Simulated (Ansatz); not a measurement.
# Settings and their price: Al-Cu cluster of 39 atoms, built as a decahedron and then minimised (random alloy)

The cell holds 39 atoms: 15 Cu and 24 Al. Its edges and angles: a = 21.435 Å, b = 20.973 Å, c = 20.591 Å, α = 90.0°, β = 90.0°, γ = 90.0°. It derives from Al and Cu. Decahedron of 39 atoms at a = 4.05 Å, 12 Å of vacuum, 15 atoms Cu at random; then minimised and run for 3 ps at 300 K (NVT) with a classical potential, last frame taken. Vacuum lies along a, b and c.

Geometry: as built.

Reference run: Kohn-Sham DFT, PBE, PAW (set soft_2), plane waves (Ansatz 0.2.0), cutoff 420 eV, Γ point, cold smearing of 0.15 eV.

```
r.m.s. force component                           : 0.4723 eV/Å
spacing of highest filled and lowest empty level : 0.1176 eV
SCF cycles                                       : 14
time                                             : 79 s on 4 threads of Arm Neoverse V2, shared host
```

Variants, in no order:
A. support functions medium, spacing 0.411 Å
B. support functions high
C. support functions medium, spacing 0.297 Å

Q: Order the variants from the smallest to the largest r.m.s. change of the forces.

B, C, A.

| variant | Δ force, r.m.s. (meV/Å) | share of r.m.s. force (%) |
| --- | --- | --- |
| B. support functions high | 0.617 | 0.131 |
| C. support functions medium, spacing 0.297 Å | 7.71 | 1.63 |
| A. support functions medium, spacing 0.411 Å | 592 | 125 |

The main run has no spin polarisation, so any moments at edges, vacancies or dangling bonds can't form in it. The electron count is odd and the run has no spin polarisation, so levels at the top are partly filled by construction.

[Logs are printed without paths, hosts, clocks, repeated set-up lines and the standing remarks that a program may print on its own settings, such as how far it seeks lower states.]

[Hosts, paths, dates, database ids (printed as entryN), source tags and the programs' standing remarks are cut or masked in the printed files.]
